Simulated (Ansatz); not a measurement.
NaBr:
```cif
data_BrNa
_chemical_formula_sum 'Na1 Br1'
_space_group_name_H-M_alt 'P 1'
_space_group_IT_number 1
_cell_length_a 4.19086
_cell_length_b 4.19086
_cell_length_c 4.19086
_cell_angle_alpha 60.000
_cell_angle_beta 60.000
_cell_angle_gamma 60.000
loop_
_space_group_symop_operation_xyz
  'x, y, z'
loop_
_atom_site_label
_atom_site_type_symbol
_atom_site_fract_x
_atom_site_fract_y
_atom_site_fract_z
_atom_site_occupancy
Na1 Na 0.00000 0.00000 0.00000 1
Br1 Br 0.50000 0.50000 0.50000 1
```

Relaxed with PBEsol.

**Question.** Give the optical modes at the zone centre with their infrared activity from DFPT, plane-wave PAW PBEsol (Ansatz code).

**Answer.** Transverse frequencies, without the LO–TO term; a row sums one degenerate level.

| ω (cm⁻¹) | degeneracy | IR ((D/Å)²/amu) | activity | symmetry |
|---|---|---|---|---|
| 136 | 3 | 4.91 | IR | T1u |

**Question.** How high does the top mode go among those that the LO–TO term moves?

**Answer.** 204 cm⁻¹ for q along x.

Space group Fm-3m (rock salt). Symmetry was held in the PBEsol relaxation; of distortions, only those at the zone centre were tested.

Potentials: the later of the program's two PAW sets.
